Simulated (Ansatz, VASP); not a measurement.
Zr: VASP beside Ansatz

Contents of INCAR:

```
SYSTEM = Zr
ALGO = Normal ; EDIFF = 1E-6
EDIFFG = -0.015 ; ENCUT = 600
GGA = PE ; IBRION = 2
ISIF = 3 ; ISMEAR = 0
LASPH = .True. ; LCHARG = .False.
LREAL = .False. ; LWAVE = .False.
NELM = 100 ; NSW = 80
PREC = Accurate ; SIGMA = 0.1
```

Contents of KPOINTS:

```
k-points
0
Gamma
  10 10 10
  0 0 0
```

POSCAR

```
Zr
1.0
    0.0000000000     -3.5746041633      3.5746041633
    3.5746041633     -3.5746041633      0.0000000000
    3.5746041633      0.0000000000      3.5746041633
Zr
4
Direct
    0.0000000000      0.0000000000      0.0000000000
    0.2500000000      0.2500000000      0.2500000000
    0.5000000000      0.5000000000      0.5000000000
    0.7500000000      0.7500000000      0.7500000000
```

Input for Ansatz:

```yaml
crystal:
  lattice:
    - [0.0, -3.5746041633, 3.5746041633]
    - [3.5746041633, -3.5746041633, 0.0]
    - [3.5746041633, 0.0, 3.5746041633]
  atoms:
    - { symbol: Zr, position: [0.0, 0.0, 0.0] }
    - { symbol: Zr, position: [0.25, 0.25, 0.25] }
    - { symbol: Zr, position: [0.5, 0.5, 0.5] }
    - { symbol: Zr, position: [0.75, 0.75, 0.75] }
basis:
  ecutwfc: 420
kpoints:
  mp_grid: { grid: [10, 10, 10] }
hamiltonian:
  xc: pbe
scf:
  occupations: { method: gaussian, width: 0.1 }
output:
  forces: true
  stress: true
  eigenvalues: true
relax:
  adjacent_minimum: "off"
  f_tol: 0.015
  max_steps: 60
  cell: { stress_tol: 0.15 }
```

Alike in both runs: task relaxation of cell and atoms; functional PBE; k mesh 10 × 10 × 10; occupations gaussian, width 0.1 eV; no spin polarisation.

|  | VASP | Ansatz |
| --- | --- | --- |
| version | VASP 6.6.1 | Ansatz 0.2.0 |
| potentials or method | VASP PAW PBE potentials, release 64 (Zr_sv) | scalar-relativistic, plane waves, PAW |
| plane-wave cutoff (eV) | 600 | 420 |
| valence electrons in the cell | 48 | 48 |

```tsv
	VASP	Ansatz	Ansatz less VASP
gap on the k mesh at the Fermi level, each at its own relaxed structure (eV)	none	none	-
relaxed volume (Å³/atom)	22.84	22.84	0.000
relaxed cell length with the largest relative difference (Å)	5.055	5.055	0.0000
```

A gap of «none» marks a metal or a gap that the smearing closes.

Caveats: the relaxation stopped at its first step, so nothing moved; the bands computed are all filled at some k points, so no gap is given.
